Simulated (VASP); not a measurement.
A run of VASP 6.6.1 is set up as follows.

File POSCAR:

```
GaSb
1.0
    0.0000000000      3.0522836535      3.0522836535
    3.0522836535      0.0000000000      3.0522836535
    3.0522836535      3.0522836535      0.0000000000
Ga Sb
1 1
Direct
    0.0000000000      0.0000000000      0.0000000000
    0.7500000000      0.7500000000      0.7500000000
```

File INCAR.step1:

```
ALGO = Normal ; EDIFF = 1E-4
ENCUT = 520 ; GGA = PE
ISMEAR = 0 ; LASPH = T
LCHARG = F ; LREAL = F
LWAVE = T ; NBANDS = 16
NELM = 80 ; PREC = Accurate
SIGMA = 0.05
```

Contents of INCAR.step2:

```
ALGO = Normal ; EDIFF = 1E-6
ENCUT = 520 ; ISIF = 2
ISMEAR = 0 ; ISTART = 1
IVDW = 13 ; LASPH = T
LCHARG = F ; LMIXTAU = T
LREAL = F ; LWAVE = F
METAGGA = R2SCAN ; NBANDS = 16
NELM = 80 ; PREC = Accurate
SIGMA = 0.05 ; VDW_A1 = 0.51559235
VDW_A2 = 5.77342911 ; VDW_S6 = 1.0
VDW_S8 = 0.6018749
```

The input KPOINTS:

```
k-points
0
Gamma
  6 6 6
```

Potentials or basis: VASP PAW PBE potentials, release 64 (Ga_d, Sb).

The run is started by

```bash
$ cat potpaw_PBE.64/Ga_d/POTCAR potpaw_PBE.64/Sb/POTCAR > POTCAR
$ cp INCAR.step1 INCAR
$ mpirun -np 1 vasp_std > vasp.out
$ cp INCAR.step2 INCAR
$ mpirun -np 1 vasp_std > vasp.out
```

**Question.** Estimate the pressure.

**Answer.** 0.1 GPa.

**Question.** Estimate the band gap on the k mesh.

**Answer.** 0.50 eV, direct.

**Question.** Estimate the dispersion energy per atom.

**Answer.** -0.143 eV.

Caveat: the PAW data sets were made with another functional, which shifts forces and pressure a little; spin-orbit coupling is left out, which moves the levels of the heavy elements.

**Measured values to compare with.**

From a printed reference work, data compilation, for a bulk crystal of GaSb at 4.2 K: band gap 0.811 eV (direct).

Measured gap of GaSb: 0.811 eV (direct; 4.2 K; a printed reference work, data compilation). This calculation gives 0.50 eV (-0.31 eV). Spin-orbit coupling on Ga, Sb is left out. The value is that of r2SCAN+D4 on a finite k mesh, which can miss the band edges, without temperature or zero-point motion.
